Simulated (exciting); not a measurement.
# Pb (P6_3/mmc) in exciting: reference runs

Aim: a first look at Pb with PBE, on the cell as given.

Everything below comes from runs of exciting (release sodium). Logs are shortened: lines on timing, memory, paths and dates and some standing lists are left out, and cuts for length are marked.

### Step 1. Starting point

Symmetry: P6_3/mmc, No. 194, hexagonal system. The conventional cell has a = 3.480 Å, b = 3.480 Å, c = 5.590 Å, α = 90.00°, β = 90.00°, γ = 120.00°. Pb (site symmetry -6m2) is surrounded by 12 Pb at 3.44 to 3.48 Å.

This isn't the form of Pb at room conditions, which is fcc.

### Step 2. Single point, PBE

Input file input.xml:

```xml
<input>
  <title>Pb</title>
  <structure speciespath="./" tshift="false">
    <crystal scale="1">
      <basevect>6.576246913698 0.000000000000 0.000000000000</basevect>
      <basevect>-3.288123456849 5.695196888878 0.000000000000</basevect>
      <basevect>0.000000000000 0.000000000000 10.563569036658</basevect>
    </crystal>
    <species speciesfile="Pb.xml" rmt="2.3">
      <atom coord="0.666666666700 0.333333333300 0.750000000000"/>
      <atom coord="0.333333333300 0.666666666700 0.250000000000"/>
    </species>
  </structure>
  <groundstate do="fromscratch" ngridk="9 9 5" rgkmax="9" gmaxvr="14" lmaxapw="10" lmaxmat="10" lmaxvr="8" xctype="GGA_PBE" stype="Fermi Dirac" swidth="0.00183747" nempty="10" ValenceRelativity="iora*" epsengy="1e-05" epspot="1e-05" maxscl="60" tforce="true" outputlevel="normal"/>
</input>
```

Potentials or basis: all-electron LAPW+lo, shipped species files, valence relativity iora*.

Command:

```sh
$ OMP_NUM_THREADS=1 exciting_smp
```

INFO.OUT:

```text
================================================================================
EXCITING SODIUM started
[... 10 lines left out ...]

 Lattice vectors (cartesian) :
      6.5762469137      0.0000000000      0.0000000000
     -3.2881234568      5.6951968889      0.0000000000
      0.0000000000      0.0000000000     10.5635690367

 Reciprocal lattice vectors (cartesian) :
      0.9554363438      0.5516214303     -0.0000000000
      0.0000000000      1.1032428606      0.0000000000
      0.0000000000     -0.0000000000      0.5947975808

 Unit cell volume                           :     395.6375725781
 Brillouin zone volume                      :       0.6269632377

 Species :    1 (Pb)
     parameters loaded from                 :    Pb.xml
     name                                   :    lead
     nuclear charge                         :     -82.00000000
     electronic charge                      :      82.00000000
     atomic mass                            :  377702.49410000
     muffin-tin radius                      :       2.30000000
     # of radial points in muffin-tin       :     450

     atomic positions (lattice) :
       1 :   0.66666667  0.33333333  0.75000000
       2 :   0.33333333  0.66666667  0.25000000

 Total number of atoms per unit cell        :       2

 Spin treatment                             :    spin-unpolarised

 Number of Bravais lattice symmetries       :      24
 Number of crystal symmetries               :      12

 k-point grid                               :       9    9    5
 Total number of k-points                   :      50
 k-point set is reduced with crystal symmetries

 R^MT_min * |G+k|_max (rgkmax)              :       9.00000000
 Species with R^MT_min                      :       1 (Pb)
 Maximum |G+k| for APW functions            :       3.91304348
 Maximum |G| for potential and density      :      14.00000000

 G-vector grid sizes                        :      30    30    48
 Total number of G-vectors                  :   18329

 Maximum angular momentum used for
     APW functions                          :      10
     computing H and O matrix elements      :      10
     potential and density                  :       8
     inner part of muffin-tin               :       2

 Total nuclear charge                       :    -164.00000000
 Total electronic charge                    :     164.00000000
 Total core charge                          :     136.00000000
 Total valence charge                       :      28.00000000

 Number of empty states                     :      10
 Total number of valence states             :      25

 Maximum Hamiltonian size                   :     439
 Maximum number of plane-waves              :     411
 Total number of local-orbitals             :      28

 Exchange-correlation type                  :      20
     Perdew-Burke-Ernzerhof, Phys. Rev. Lett. 77, 3865 (1996)
     Generalised gradient approximation (GGA)

 Smearing scheme                            :    Fermi-Dirac
 Smearing width                             :       0.00183747

 Using multisecant Broyden potential mixing
[... 16 lines left out ...]
+ SCF iteration number :    1                                                  +
++++++++++++++++++++++++++++++++++++++++++++++++++++++++++++++++++++++++++++++++
 Total energy                               :    -41849.54823279
 _______________________________________________________________
 Fermi energy                               :         0.30435429
 Kinetic energy                             :     48747.44555467
 Coulomb energy                             :    -89816.36422246
 Exchange energy                            :      -770.51671438
 Correlation energy                         :       -10.11285062

 DOS at Fermi energy (states/Ha/cell)       :        31.21798545

 Electron charges :
     core                                   :       136.00000000
     core leakage                           :         0.02510826
     valence                                :        28.00000000
     interstitial                           :         5.89035117
     charge in muffin-tin spheres :
                  atom     1    Pb          :        79.05482442
                  atom     2    Pb          :        79.05482442
     total charge in muffin-tins            :       158.10964883
     total charge                           :       164.00000000

++++++++++++++++++++++++++++++++++++++++++++++++++++++++++++++++++++++++++++++++
+ SCF iteration number :    2                                                  +
++++++++++++++++++++++++++++++++++++++++++++++++++++++++++++++++++++++++++++++++
 Total energy                               :    -41853.23497501
 _______________________________________________________________
 Fermi energy                               :         0.29923179
 Kinetic energy                             :     48744.31565405
 Coulomb energy                             :    -89816.87759049
 Exchange energy                            :      -770.55963969
 Correlation energy                         :       -10.11339888

 DOS at Fermi energy (states/Ha/cell)       :        32.36175968

 Electron charges :
     core                                   :       136.00000000
     core leakage                           :         0.02490173
     valence                                :        28.00000000
     interstitial                           :         5.86853265
     charge in muffin-tin spheres :
                  atom     1    Pb          :        79.06573367
                  atom     2    Pb          :        79.06573367
     total charge in muffin-tins            :       158.13146735
     total charge                           :       164.00000000

 RMS change in effective potential (target) :  0.546756E-01  ( 0.100000E-04)
 Absolute change in total energy   (target) :   3.68674      ( 0.100000E-04)
 Charge distance                   (target) :  0.369614E-03  ( 0.100000E-04)
 Abs. change in max-nonIBS-force   (target) :  0.682708E-06  ( 0.500000E-04)

++++++++++++++++++++++++++++++++++++++++++++++++++++++++++++++++++++++++++++++++
+ SCF iteration number :    3                                                  +
++++++++++++++++++++++++++++++++++++++++++++++++++++++++++++++++++++++++++++++++
 Total energy                               :    -41855.14459925
 _______________________________________________________________
 Fermi energy                               :         0.29509837
 Kinetic energy                             :     48742.41613173
 Coulomb energy                             :    -89816.86944286
 Exchange energy                            :      -770.57761531
 Correlation energy                         :       -10.11367281

 DOS at Fermi energy (states/Ha/cell)       :        33.13255392

 Electron charges :
     core                                   :       136.00000000
     core leakage                           :         0.02478112
     valence                                :        28.00000000
     interstitial                           :         5.85568805
     charge in muffin-tin spheres :
                  atom     1    Pb          :        79.07215598
                  atom     2    Pb          :        79.07215598
     total charge in muffin-tins            :       158.14431195
     total charge                           :       164.00000000
[... 251 lines left out ...]
 Electron charges :
     core                                   :       136.00000000
     core leakage                           :         0.02462098
     valence                                :        28.00000000
     interstitial                           :         5.84073891
     charge in muffin-tin spheres :
                  atom     1    Pb          :        79.07963054
                  atom     2    Pb          :        79.07963054
     total charge in muffin-tins            :       158.15926109
     total charge                           :       164.00000000

 RMS change in effective potential (target) :  0.141438E-08  ( 0.100000E-04)
 Absolute change in total energy   (target) :  0.481086E-07  ( 0.100000E-04)
 Charge distance                   (target) :  0.854938E-09  ( 0.100000E-04)
 Abs. change in max-nonIBS-force   (target) :  0.537403E-07  ( 0.500000E-04)

++++++++++++++++++++++++++++++++++++++++++++++++++++++++++++++++++++++++++++++++
+ SCF iteration number :   13                                                  +
++++++++++++++++++++++++++++++++++++++++++++++++++++++++++++++++++++++++++++++++
 Total energy                               :    -41857.32078046
 _______________________________________________________________
 Fermi energy                               :         0.28407929
 Kinetic energy                             :     48739.44783107
 Coulomb energy                             :    -89816.07263837
 Exchange energy                            :      -770.58210557
 Correlation energy                         :       -10.11386759

 DOS at Fermi energy (states/Ha/cell)       :        34.25699588

 Electron charges :
     core                                   :       136.00000000
     core leakage                           :         0.02462098
     valence                                :        28.00000000
     interstitial                           :         5.84073892
     charge in muffin-tin spheres :
                  atom     1    Pb          :        79.07963054
                  atom     2    Pb          :        79.07963054
     total charge in muffin-tins            :       158.15926108
     total charge                           :       164.00000000

 RMS change in effective potential (target) :  0.206417E-08  ( 0.100000E-04)
 Absolute change in total energy   (target) :  0.158299E-05  ( 0.100000E-04)
 Charge distance                   (target) :  0.312660E-09  ( 0.100000E-04)
 Abs. change in max-nonIBS-force   (target) :  0.138762E-08  ( 0.500000E-04)

++++++++++++++++++++++++++++++++++++++++++++++++++++++++++++++++++++++++++++++++
| Convergency criteria checked for the last 2 iterations                       +
| Convergence targets achieved. Performing final SCF iteration                 +
++++++++++++++++++++++++++++++++++++++++++++++++++++++++++++++++++++++++++++++++
 Total energy                               :    -41857.32078209
 _______________________________________________________________
 Fermi energy                               :         0.28407929
 Kinetic energy                             :     48739.44783018
 Coulomb energy                             :    -89816.07263908
 Exchange energy                            :      -770.58210560
 Correlation energy                         :       -10.11386759

 DOS at Fermi energy (states/Ha/cell)       :        34.25699541

 Electron charges :
     core                                   :       136.00000000
     core leakage                           :         0.02462098
     valence                                :        28.00000000
     interstitial                           :         5.84073891
     charge in muffin-tin spheres :
                  atom     1    Pb          :        79.07963054
                  atom     2    Pb          :        79.07963054
     total charge in muffin-tins            :       158.15926109
     total charge                           :       164.00000000

++++++++++++++++++++++++++++++++++++++++++++++++++++++++++++++++++++++++++++++++
+ Self-consistent loop stopped                                                 +
++++++++++++++++++++++++++++++++++++++++++++++++++++++++++++++++++++++++++++++++
 STATE.OUT is written

--------------------------------------------------------------------------------
- Writing atomic positions and forces                                          -
--------------------------------------------------------------------------------

 Atomic positions (lattice) :
 atom     1  Pb  :     0.66666667    0.33333333    0.75000000
 atom     2  Pb  :     0.33333333    0.66666667    0.25000000

 Total atomic forces including IBS (cartesian) :
 atom     1  Pb  :    -0.00000000   -0.00000000    0.00000013
 atom     2  Pb  :     0.00000000    0.00000000   -0.00000013

 Atomic force components including IBS (cartesian) :
 atom     1  Pb  :     0.00000000    0.00000000    0.00000117   HF force
                 :    -0.00000000    0.00000000   -0.00000127   core correction
                 :    -0.00000000    0.00000000    0.00000022   IBS correction
 atom     2  Pb  :    -0.00000000    0.00000000   -0.00000117   HF force
                 :     0.00000000    0.00000000    0.00000127   core correction
                 :     0.00000000   -0.00000000   -0.00000022   IBS correction

********************************************************************************
* Groundstate module stopped                                                   *
********************************************************************************

--------------------------------------------------------------------------------
- CAUTION! Warnings have been written in file WARNING.OUT !                    -
--------------------------------------------------------------------------------
================================================================================
| EXCITING SODIUM stopped                                                      =
================================================================================
```

Wall time 2.8 min (1 thread of Arm Neoverse V1, shared host); peak memory 0.15 GiB.

Results:

* Free energy: -1138995.7336 eV
* Band gap on the k mesh: none (metal or under the smearing width)
* All electrons inside the program's atomic spheres: Pb 79.08 (radii Pb 2.3 bohr)

Caveat: the log's total energy holds no entropy term; the free energy is that total less TS from the occupations. The run has no spin-orbit coupling, so splittings on Pb are missing.
